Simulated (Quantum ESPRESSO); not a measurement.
## SiO2 under changes of volume

One of the cells (14.237 Å³/atom); the others are scaled copies at fixed shape and fractional positions:

```
Si O
1.0
     4.97559    0.00000    0.00000
     0.00000    4.97559    0.00000
     0.00000    0.00000    6.90089
Si O
4 8
Direct
  0.80325 0.80325 0.50000
  0.69675 0.30325 0.25000
  0.30325 0.69675 0.75000
  0.19675 0.19675 0.00000
  0.76176 0.11039 0.43204
  0.88961 0.23824 0.06796
  0.11039 0.76176 0.56796
  0.26176 0.38961 0.81796
  0.23824 0.88961 0.93204
  0.73824 0.61039 0.31796
  0.38961 0.26176 0.18204
  0.61039 0.73824 0.68204
```

The cell comes from a database or a generator and needn't be the stable form of this composition.

| Item | Value |
| --- | --- |
| Program | Quantum ESPRESSO 7.5 |
| Functional | LDA |
| Potentials or basis | GBRV 1.5 LDA |
| Cutoff | 612 eV |
| Density cutoff | 4898 eV |
| k mesh | 6 × 6 × 4 |
| Occupations | fermi-dirac, width 0.05 eV |
| Spin | no spin polarisation |

| volume (Å³/atom) | energy over the lowest point (meV/atom) | pressure (GPa) | gap on the mesh (eV) | largest force (eV/Å) |
| --- | --- | --- | --- | --- |
| 13.383 | ? | ? | ? | ? |
| 13.667 | 8.97 | 6.3 | 5.71 | 0.426 |
| 13.952 | 1.11 | 2.3 | 5.61 | 0.177 |
| 14.237 | 0.00 | -1.3 | 5.51 | 0.055 |
| 14.522 | 4.97 | -4.5 | 5.40 | 0.265 |
| 14.806 | 15.44 | -7.5 | 5.28 | 0.459 |
| 15.091 | 30.86 | -10.1 | 5.16 | 0.638 |

Question: What does the run at 13.383 Å³/atom give?

Answer: Energy over the lowest point 24.28 meV/atom; pressure 10.7 GPa; gap on the mesh 5.81 eV; largest force 0.697 eV/Å.

Worked out: A Birch-Murnaghan fit of order 3 (a polynomial in V^(-2/3)) to the other rows has its minimum at 14.14 Å³/atom with B0 = V·E''(V) = 176 GPa and B' = 4.1 at fixed shape and positions, which overstates the stiffness. It gives 24.26 meV/atom at 13.383 Å³/atom, against the run's 24.28, and -dE/dV = 10.9 GPa, against 10.7. A parabola through the other rows of the gap, of slope -3.99 eV per unit of ln V (its deformation potential) there, extrapolates to 5.80 eV, against the run's 5.81.

Energies are extrapolated to zero smearing.

A mesh can miss the band edges.
